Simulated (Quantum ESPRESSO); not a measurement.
# PbO2 under changes of volume

One of the cells (13.151 Å³/atom); the others are scaled copies at fixed shape and fractional positions:

```
Pb O
1.0
     0.00000    2.70199    2.70199
     2.70199    0.00000    2.70199
     2.70199    2.70199    0.00000
Pb O
1 2
Direct
  0.00000 0.00000 0.00000
  0.75000 0.75000 0.75000
  0.25000 0.25000 0.25000
```

The cell comes from a database or a generator and needn't be the stable form of this composition.

| Quantity | Value |
| --- | --- |
| Program | Quantum ESPRESSO 7.5 |
| Functional | r2SCAN |
| Potentials or basis | SG15 PBE 1.2 |
| Cutoff | 1197 eV |
| Density cutoff | 4789 eV |
| k mesh | 7 × 7 × 7 |
| Occupations | fermi-dirac, width 0.05 eV |
| Spin | no spin polarisation |

| volume (Å³/atom) | energy over the lowest point (meV/atom) | pressure (GPa) |
| --- | --- | --- |
| 12.362 | 3.59 | 4.1 |
| 12.625 | 0.00 | 0.7 |
| 12.888 | ? | ? |
| 13.151 | 7.69 | -4.9 |
| 13.414 | 17.77 | -7.2 |
| 13.677 | 31.43 | -9.3 |
| 13.940 | 48.25 | -11.1 |

Problem. What does the run at 12.888 Å³/atom give?

Solution. Energy over the lowest point 1.60 meV/atom; pressure -2.3 GPa.

Worked out: A Birch-Murnaghan fit of order 3 (a polynomial in V^(-2/3)) to the other rows has its minimum at 12.67 Å³/atom with B0 = V·E''(V) = 147 GPa and B' = 4.9. It gives 1.57 meV/atom at 12.888 Å³/atom, against the run's 1.60, and -dE/dV = -2.4 GPa, against -2.3.

Energies are extrapolated to zero smearing.

Caveats: the potentials were made for another functional, which shifts forces and pressure.
